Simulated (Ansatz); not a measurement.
An Ansatz (a quantum-chemistry and plane-wave program) input (r2SCAN in Ansatz (plane waves to 500 eV, PAW, no spin-orbit coupling)):

Ansatz 0.2 input:
```yaml
crystal:
  lattice:
    - [4.431546717, 0, 0]
    - [0, 4.431546717, 0]
    - [0, 0, 3.0733531783]
  atoms:
    - { symbol: Ru, position: [0.5, 0.5, 0.5] }
    - { symbol: Ru, position: [0, 0, 0] }
    - { symbol: O, position: [0.8053249124, 0.8053249124, 0.5] }
    - { symbol: O, position: [0.3053249124, 0.6946750876, 0] }
    - { symbol: O, position: [0.6946750876, 0.3053249124, 0] }
    - { symbol: O, position: [0.1946750876, 0.1946750876, 0.5] }
basis: { ecutwfc: 500, ecutrho_ratio: 4, xc_grid: 4, fft_grid_basis: typed }
kpoints: { mp_grid: { grid: [11, 11, 15] } }
hamiltonian:
  xc: r2scan
  dispersion: none
  pseudopotentials: { kind: paw }
scf: { occupations: { method: fermi_dirac, width: 0.05 }, convergence: { dr2_threshold: 0.0000000006 } }
relax: { f_tol: 0.005, max_steps: 50 }
output: { forces: true, stress: true }
checkpoint: { write: state.ck, write_every: 1000 }
```

Q: Which symmetry and how many k-points will the program report, and about how many plane waves at Γ?

A: Space group P42/mnm (ITA 136) with 16 operations, k-points 168 of 1815, and 1535 plane waves at Γ.

Q: And the final pressure?

A: 10.17 GPa (compression positive).

The cells carry an imposed strain or load. Stability against distortions was not tested. No Hubbard U is applied, and correlation can decide whether such a compound is a metal. All final runs are without spin polarisation. The cell was made from RuO2 in the rutile structure (space group P4_2/mnm, No. 136) by this change: isotropic strain −1.08 %.
